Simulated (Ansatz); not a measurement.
# Calculated records

```json
{"subject": "From HSE06 to G0W0: MoS2 (2H monolayer)", "lattice_ang": [[3.1847, -0.0, 0.0], [-1.5924, 2.7581, 0.0], [0.0, 0.0, 29.5]], "atoms": [["Mo", 0.3333, 0.6667, 0.5], ["S", 0.6667, 0.3333, 0.553], ["S", 0.6667, 0.3333, 0.447]], "method": "G0W0 on HSE06, plane waves, PAW (and 1 further level or step)", "program": "Ansatz 0.2.0", "settings_of_one_run": "cutoff 420 eV, 9×9×1 k-mesh, default PAW, empty bands 315, screening cutoff 66 eV, screening contour deformation, QP bands (v2, c2)", "cost": "2 runs, 2.3 min in all on 1 × NVIDIA H100 80GB HBM3 (shared by 6 runs) with 3 threads of AMD EPYC 7R13 (Zen 3), shared host (the runs of this entry)", "notes": "In doubt: masses and optical values from hybrid runs of this build are listed as unsure (in some of the runs), which bears on the screening that GW takes from such a start. Values taken over the cell’s volume include its vacuum. The structure was relaxed with PBE. Limits: coarse mesh for a sheet; no spin-orbit coupling. Two runs of this series at another level, not shown as steps, test spin-orbit coupling. PBE+SOC against PBE: 1.596 − 1.656 = −0.060 eV. Mesh, set of files and cutoff are the same, but the valence top lies at another k point, so this need not be the shift of one pair of states. The differences hold parts that these runs do not separate: finite bands, cutoffs and mesh, points of the zone that were not corrected, the start of G0W0, spin-orbit coupling missing from it, static nuclei, no electron-hole attraction, a cell that is not a measured one, and what each experiment reads as the gap. How much each gives is not known from the steps shown.", "results": {"hse06_gap_over_mesh_and_listed_points": "2.127 eV, direct, at k = (0.333, 0.333, 0.000)", "g0w0_hse06_gap_over_9_of_12_irreducible_mesh_points": "2.626 eV, direct, at k = (0.333, 0.333, 0.000)", "gw_settings": "9×9×1 mesh, 315 empty bands, screening to 66 eV", "known_limits": "finite bands, screening cutoff and k mesh; no spin-orbit coupling in G0W0"}}
```

[Paths, hosts, dates, memory and timing lines, banners, echoed tables and standing remarks are left out of the program output.]

[Logs are printed without paths, hosts, clocks, repeated set-up lines and the standing remarks that a program may print on its own settings, such as how far it seeks lower states.]

[Runs of the session that timed out or met a known fault of the program may be left out.]

[Cells called generated may have been cut or substituted from an entry of the Crystallography Open Database or the Materials Project.]

[Hosts, paths, dates, database ids (printed as entryN), source tags and the programs' standing remarks are cut or masked in the printed files.]
